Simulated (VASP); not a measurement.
All values below come from PBEsol GGA, VASP's PBE PAW potentials (set 64) (plane waves; VASP 6.6.1).

A VASP calculation is set up with these files.

**POSCAR**
```
BaF2
1
    0.0000000000     3.1000000000     3.1000000000
    3.1000000000     0.0000000000     3.1000000000
    3.1000000000     3.1000000000     0.0000000000
Ba F
1 2
Direct
  0.0000000000   0.0000000000   0.0000000000
  0.2500000000   0.2500000000   0.2500000000
  0.7500000000   0.7500000000   0.7500000000
```

**INCAR**
```
ALGO=Normal
EDIFF=1E-6
EDIFFG=-0.01
ENCUT=520
GGA=PS
IBRION=2
ISIF=3
ISMEAR=0
LASPH=.TRUE.
LCHARG=.FALSE.
LMAXMIX=4
LREAL=.FALSE.
LWAVE=.FALSE.
NELM=100
NSW=60
PREC=Accurate
SIGMA=0.05
SYSTEM=BaF2
```

**KPOINTS**
```
K-points
0
G
7 7 7
0 0 0
```

POTCAR, in this order: Ba_sv F (PBE.64 set). Program: vasp_std.

What VASP printed:

**OSZICAR**
```
       N       E                     dE             d eps       ncg     rms          rms(c)
DAV:   1     0.163359605576E+03    0.16336E+03   -0.13205E+04   640   0.139E+03
DAV:   2    -0.123260599979E+02   -0.17569E+03   -0.16944E+03   824   0.293E+02
DAV:   3    -0.190438281030E+02   -0.67178E+01   -0.67102E+01   824   0.678E+01
DAV:   4    -0.191539309721E+02   -0.11010E+00   -0.11009E+00   824   0.756E+00
DAV:   5    -0.191588358843E+02   -0.49049E-02   -0.49049E-02   848   0.108E+00    0.802E+00
DAV:   6    -0.176472658315E+02    0.15116E+01   -0.83324E+00   640   0.225E+01    0.441E+00
DAV:   7    -0.176248155937E+02    0.22450E-01   -0.30466E-01   824   0.507E+00    0.221E+00
DAV:   8    -0.176305343850E+02   -0.57188E-02   -0.47526E-02   784   0.263E+00    0.274E-01
DAV:   9    -0.176385022357E+02   -0.79679E-02   -0.14770E-02   784   0.819E-01    0.155E-01
DAV:  10    -0.176413270281E+02   -0.28248E-02   -0.52646E-03   664   0.465E-01    0.399E-02
DAV:  11    -0.176413073749E+02    0.19653E-04   -0.22240E-04   840   0.119E-01    0.160E-02
DAV:  12    -0.176413490930E+02   -0.41718E-04   -0.76535E-05   640   0.576E-02    0.388E-03
DAV:  13    -0.176413491578E+02   -0.64840E-07   -0.62026E-07   768   0.597E-03
   1 F= -.17641349E+02 E0= -.17641349E+02  d E =-.176413E+02
       N       E                     dE             d eps       ncg     rms          rms(c)
DAV:   1    -0.176733982838E+02   -0.32049E-01   -0.66432E-01   640   0.740E+00    0.141E+00
DAV:   2    -0.176451749121E+02    0.28223E-01   -0.16504E-01   640   0.306E+00    0.234E-01
DAV:   3    -0.176430905322E+02    0.20844E-02   -0.53124E-03   728   0.668E-01    0.132E-01
DAV:   4    -0.176425390293E+02    0.55150E-03   -0.29811E-03   960   0.369E-01    0.429E-02
DAV:   5    -0.176425565445E+02   -0.17515E-04   -0.87253E-05   688   0.788E-02    0.236E-02
DAV:   6    -0.176425897618E+02   -0.33217E-04   -0.28732E-05   760   0.471E-02    0.846E-03
DAV:   7    -0.176425884670E+02    0.12947E-05   -0.28442E-06   712   0.133E-02    0.331E-03
DAV:   8    -0.176425883693E+02    0.97732E-07   -0.53721E-07   504   0.612E-03
   2 F= -.17642588E+02 E0= -.17642588E+02  d E =-.123921E-02
```

OUTCAR:
```
------------------------ aborting loop because EDIFF is reached ----------------------------------------
  FORCE on cell =-STRESS in cart. coord.  units (eV):
  Direction    XX          YY          ZZ          XY          YZ          ZX
  --------------------------------------------------------------------------------------
  Total        0.0256204      0.0256204      0.0256204     -0.0000000     -0.0000000      0.0000000
  in kB        0.6969845      0.6969845      0.6969845     -0.0000000     -0.0000000      0.0000000
  external PRESSURE =       0.6969845 kB  Pullay stress =       0.0000000 kB
  volume of cell :       58.89
      direct lattice vectors                 reciprocal lattice vectors
     0.000000000  3.088028168  3.088028168    -0.161915622  0.161915622  0.161915622
     3.088028168  0.000000000  3.088028168     0.161915622 -0.161915622  0.161915622
     3.088028168  3.088028168 -0.000000000     0.161915622  0.161915622 -0.161915622
 POSITION                                       TOTAL-FORCE (eV/Angst)
 -----------------------------------------------------------------------------------
      6.17606      3.08803      3.08803        -0.000000      0.000000     -0.000000
      1.54401      1.54401      1.54401         0.000000      0.000000      0.000000
      4.63204      4.63204      4.63204        -0.000000     -0.000000     -0.000000
 -----------------------------------------------------------------------------------
    total drift:                                0.000000      0.000000      0.000000
  FREE ENERGIE OF THE ION-ELECTRON SYSTEM (eV)
  ---------------------------------------------------
  free  energy   TOTEN  =       -17.6425883693 eV

  energy  without entropy=      -17.6425883693  energy(sigma->0) =      -17.64258837

 reached required accuracy - stopping structural energy minimisation
```
(Selected blocks of OUTCAR.)

**CONTCAR**
```
BaF2
   1.00000000000000
     0.0000000000000000    3.0880281676830572    3.0880281676830572
     3.0880281676830572    0.0000000000000000    3.0880281676830572
     3.0880281676830572    3.0880281676830572   -0.0000000000000000
  Ba              F
     1     2
Direct
     0.0000000000000000    1.0000000000000000    1.0000000000000000
     0.2500000000000000    0.2500000000000000    0.2500000000000000
     0.7500000000000000    0.7500000000000000    0.7500000000000000
```

The compound is BaF2 in the fluorite structure. This run relaxes it. Symmetry was kept, so distortions that lower it aren't found.
